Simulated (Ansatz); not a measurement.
Wanted: the native input for an Ansatz 0.2.0 run.

```yaml
Task: electron localisation function
Functional: revPBE
Potentials_or_basis: JTH PAW
Cutoff: "1230 eV (not typed: the program's choice for these potentials)"
k_mesh: 10 × 10 × 10
Occupations: gaussian, width 0.15 eV
Spin: no spin polarisation
```

Hf:

```xyz
1
Lattice="0.0000 2.2200 2.2200 2.2200 0.0000 2.2200 2.2200 2.2200 0.0000" Properties=species:S:1:pos:R:3 pbc="T T T"
Hf    0.0000    0.0000    0.0000
```

This isn't the form of Hf at room conditions, which is hcp.

These files were run (other wordings do the same):

input.yaml

```yaml
crystal:
  lattice:
    - [0.0, 2.22, 2.22]
    - [2.22, 0.0, 2.22]
    - [2.22, 2.22, 0.0]
  atoms:
    - { symbol: Hf, position_ang: [0.0, 0.0, 0.0] }
hamiltonian:
  xc: revpbe
  pseudopotentials: { kind: paw, source: jth }
kpoints:
  mp_grid: { grid: [10, 10, 10] }
scf:
  occupations: { method: gaussian, width: 0.15 }
output:
  forces: true
  stress: true
  eigenvalues: true
  write_density: true
  write_potential: true
  elf: true
  volumetric_format: npy
```

Potentials or basis: JTH PAW.

Launch:

```sh
$ ansatz run input.yaml --threads 1 --pin off --max-ram 2560MiB --backend cpu --events-out ev --progress --plain --runs-dir out
```

It gave:

* Pressure: 5.2 GPa
* Band gap on the k mesh: none (metal or under the smearing width)

Caveat: the potentials were made for another functional, which shifts forces and pressure.

Run time: 3.6 s on 1 thread of Arm Neoverse V1, on a shared host, peak memory 0.32 GiB.
